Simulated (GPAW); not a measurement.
WS2, a slab with vacuum:

```
CELL_PARAMETERS angstrom
3.18352 0.00000 0.00000
-1.59176 2.75701 0.00000
0.00000 0.00000 16.95058
ATOMIC_POSITIONS crystal
W 0.00000 0.00000 0.00000
S 0.33333 0.66667 0.09200
S 0.33333 0.66667 0.90800
```

Base run:

```yaml
Program: GPAW 26.7.0
Functional: r2SCAN
Potentials_or_basis: GPAW PAW data sets (gpaw-data 1.2.1)
Cutoff: 450 eV
Basis: pw
k_mesh: 8 × 8 × 2
Occupations: fermi-dirac, width 0.05 eV
Spin: no spin polarisation
```

Its results: band gap on the k mesh 2.16 eV, indirect (least direct gap 2.39 eV).

Question: The run is repeated on the same cell with these changes: functional from r2SCAN to PBE0-1/3; k mesh from 8 × 8 × 2 to 3 × 3 × 1. What comes out?

Answer: Band gap on the k mesh 3.55 eV, indirect (least direct gap 3.60 eV).

Several settings changed at once, so the effect can't be laid on one alone.

Caveats: some runs use coarse meshes; spin-orbit coupling is left out, which moves the levels of the heavy elements; exact exchange converges slowly with the k mesh, and this mesh is small (some runs).

A k mesh can miss the band edges.

Not every run made on this cell is shown here.
